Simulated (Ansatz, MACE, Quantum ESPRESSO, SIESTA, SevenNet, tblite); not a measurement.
# How stiff is Pd/Pt superlattice along [111] (96 atoms)? Programs compared

Aim: pressure against volume for Pd/Pt superlattice along [111] (96 atoms), with plane waves as the reference.

The results are calculated values.

In doubt: a PseudoDojo file used here is known to give poor structures and forces (SIESTA), which bears on pressures, cells, forces and phonons.

## (1) Set-up

The cell holds 96 atoms (48 Pd and 48 Pt), with edges of 11.05, 11.05 and 13.53 Å. Recipe: fcc lattice with in-plane constant 3.907 Å; 1 period of Pd and 1 of Pt along [111], 4 x 4 in-plane cells; the two parts stretched along z by 0.9926 and 1.0074; not relaxed, displaced by a Gaussian of 0.02 Å. Then the atoms were relaxed with SevenNet 0 in the fixed cell. Regions: Pd, 48 atoms; Pt, 48 atoms.

Neighbours by pair of elements; one cutoff, the widest of the pairs' first minima of g(r), serves all pairs of this metal:

| pair A-B | cutoff (Å) | bonds | mean length (Å) | spread (Å) | shortest (Å) | B about A | A about B |
| --- | --- | --- | --- | --- | --- | --- | --- |
| Pd-Pd | 3.23 | 240 | 2.75 | 0.011 | 2.73 | 10 | 10 |
| Pd-Pt | 3.23 | 96 | 2.74 | 0.003 | 2.74 | 2 | 2 |
| Pt-Pt | 3.23 | 240 | 2.78 | 0.02 | 2.75 | 10 | 10 |

## (2) The reference input

Quantum ESPRESSO 7.5: Kohn-Sham DFT, PBE, SSSP efficiency 1.3.0 pseudopotentials, plane waves. Its input, pw.in, for the unchanged cell:

```
&control
  calculation = 'scf'
  pseudo_dir = './pseudo'
  outdir = './tmp'
  disk_io = 'none'
  tprnfor = .true.
  tstress = .true.
/
&system
  ibrav = 0
  nat = 96
  ntyp = 2
  ecutwfc = 55
  ecutrho = 440
  nosym = .true.
  occupations = 'smearing'
  smearing = 'fd'
  degauss = 0.003675
/
&electrons
  conv_thr = 4.8e-07
  electron_maxstep = 100
  mixing_beta = 0.2
  mixing_mode = 'local-TF'
  diagonalization = 'david'
/
ATOMIC_SPECIES
Pd 106.420 Pd.upf
Pt 195.084 Pt.upf
CELL_PARAMETERS angstrom
11.05066 0.00000 0.00000
-5.52533 9.57016 0.00000
0.00000 0.00000 13.53425
ATOMIC_POSITIONS crystal
Pd 0.74918 0.74907 0.00069
Pd 0.83216 0.91548 0.16492
Pd 0.74959 0.49951 0.00024
Pd 0.83266 0.66596 0.16508
[... 90 atom lines left out ...]
Pt 0.16547 0.33286 0.83517
Pt 0.16638 0.08311 0.83535
K_POINTS gamma
```

```console
$ OMP_NUM_THREADS=1 mpirun -np 4 pw.x -in pw.in > output.txt
```

Run time: 22 min. Hardware: 4 MPI ranks of Arm Neoverse V2, shared host; peak memory 5.7 GiB.

It converged with an r.m.s. force component of 0.088 eV/Å and a pressure of 8.2 GPa.

## (3) Levels of theory

Every level solves the same cells as single points. CPU time is summed over a level's finished runs, on a host shared with the other runs, so it is rough; the force column is the median over cells of the r.m.s. difference of force components from the reference.

| level | basis or training data | k-points | runs finished | CPU time | peak memory (GiB) | force difference (meV/Å) |
| --- | --- | --- | --- | --- | --- | --- |
| QE, PBE | plane waves, SSSP efficiency, 55/440 Ry | Γ | 3 of 3 | 5 h | 5.9 | reference |
| SIESTA DZP, PBE | DZP orbitals, shift 0.01 Ry, mesh 300 Ry | Γ | 3 of 3 | 41 min | 2.1 | 24 |
| tblite GFN1-xTB | tight binding with its own dispersion term | Γ | 3 of 3 | 49 s | 0.19 | 320 |
| MACE MP-0b3 medium | trained on PBE(+U) plane-wave data | - | 3 of 3 | 22 s | 1.0 | 168 |
| SevenNet 0 | trained on PBE(+U) plane-wave data | - | 3 of 3 | 21 s | 1.1 | 92 |

The reference's own r.m.s. force component runs from 69 to 113 meV/Å over these cells. SevenNet 0 relaxed the atoms, so in the cells that it relaxed its own forces are small, and its entry isn't an independent test there.

## (4) Pressure against volume

The cell is scaled evenly with fractional positions held. The unchanged volume is 14.910 Å³ an atom. Pressures in GPa:

```
             level   -3 %      0   +3 %
           QE, PBE  15.91   8.19   1.53
   SIESTA DZP, PBE  15.88   7.37   0.41
   tblite GFN1-xTB  31.10  22.67  15.36
MACE MP-0b3 medium  17.74   9.47   2.69
        SevenNet 0  17.68   9.89   3.33
```

Energy less that of the unchanged cell at the same level, in meV an atom:

```
             level   -3 %    +3 %
           QE, PBE  33.97  -14.01
   SIESTA DZP, PBE  32.11   -9.73
   tblite GFN1-xTB  74.71  -52.80
MACE MP-0b3 medium  37.58  -16.66
        SevenNet 0  38.16  -18.21
```

## (5) Moduli

From the three volumes nearest the unchanged one: B from the slope of pressure against ln V and from the curvature of the energy, the pressure that the slope of the energy implies, and the volume change at which the printed pressure crosses zero (a dash if it doesn't within the range).

| level | B from pressures (GPa) | B from energies (GPa) | printed pressure (GPa) | pressure from energies (GPa) | zero pressure at (%) |
| --- | --- | --- | --- | --- | --- |
| QE, PBE | 239.6 | 238.3 | 8.19 | 8.59 | - |
| SIESTA DZP, PBE | 257.9 | 267.2 | 7.37 | 7.49 | - |
| tblite GFN1-xTB | 262.4 | 261.5 | 22.67 | 22.84 | - |
| MACE MP-0b3 medium | 250.8 | 249.8 | 9.47 | 9.71 | - |
| SevenNet 0 | 239.2 | 238.2 | 9.89 | 10.10 | - |

As a check by hand on the reference: from -3 to +3 % the pressure falls by 14.38 GPa while ln V grows by 0.0600, a ratio of 239.5 GPa.

## (6) What came out

The plane-wave reference (PBE) gives a bulk modulus of 239.6 GPa from its pressures, at a volume where its pressure is 8.19 GPa, and the pressure stays positive over the whole range. Other programs at PBE: SIESTA DZP, PBE 257.9 GPa (+8 %); its pressure lies -0.81 GPa from the reference's. Learned potentials: MACE MP-0b3 medium 250.8 GPa (+5 %) and SevenNet 0 239.2 GPa (+0 %); their pressures lie +1.28 to +1.70 GPa from the reference's.

Tight binding: tblite GFN1-xTB 262.4 GPa (+10 %); its pressure lies +14.48 GPa from the reference's. The moduli are read at one volume but at unlike pressures, and a cell under tension is as a rule softer than one under compression. All slopes lie within 10 % of the reference's, while the pressures at one volume spread over 15.3 GPa, so the levels would settle at unlike volumes. Moduli from the energies run from 238 to 267 GPa, within 10 % of those from pressures.

Caveats: Atoms are held in fractional coordinates, so these moduli are upper bounds to relaxed ones. Three points at finite strain give rough moduli, at the given volume rather than at zero pressure. Pressures at a fixed plane-wave cutoff or in a small atom-centred basis hold some basis error. The reference samples only Γ, in a cell whose shortest periodic width is 10 Å. Spin–orbit coupling is left out, which matters for the levels of the heavy elements. The reference isn't exact: its cutoffs and mesh weren't converged further here. SIESTA's automatically made basis is far from complete, and its potentials were converted by us (checked for H, C, O, Si, Ge and Ca alone). The learned potentials mimic data converged in k, so the sampling error of the reference's coarse mesh counts against them here, while programs on the same mesh share it. Where levels are smeared, the DFT runs use Fermi–Dirac occupations at 580 K (0.05 eV), and energies are free energies.

[Logs are printed without paths, hosts, clocks, repeated set-up lines and the standing remarks that a program may print on its own settings, such as how far it seeks lower states.]

[Hosts, paths, dates, database ids (printed as entryN), source tags and the programs' standing remarks are cut or masked in the printed files.]
